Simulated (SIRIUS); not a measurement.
The system is MgB2.

```
Mg B
1.0
     3.08500    0.00000    0.00000
    -1.54250    2.67169    0.00000
     0.00000    0.00000    3.52300
Mg B
1 2
Direct
  0.00000 0.00000 0.00000
  0.66667 0.33333 0.50000
  0.33333 0.66667 0.50000
```

Base run:

| Item | Value |
| --- | --- |
| Program | SIRIUS 7.10.0 |
| Functional | PBE |
| Potentials or basis | PseudoDojo 0.5 PBE standard (scalar relativistic) |
| Cutoff | 1152 eV |
| Density cutoff | 4606 eV |
| k mesh | 10 × 10 × 8 |
| Occupations | fermi-dirac, width 0.05 eV |
| Spin | no spin polarisation |

Its results: band gap on the k mesh none (metal or under the smearing width); pressure -0.9 GPa.

Task: The run is repeated on the same cell with these changes: potentials or basis from PseudoDojo 0.5 PBE standard (scalar relativistic) to SG15 1.2 PBE (norm-conserving). What comes out?

Result: Band gap on the k mesh none (metal or under the smearing width); pressure -1.7 GPa.

Not every run made on this cell is shown here.
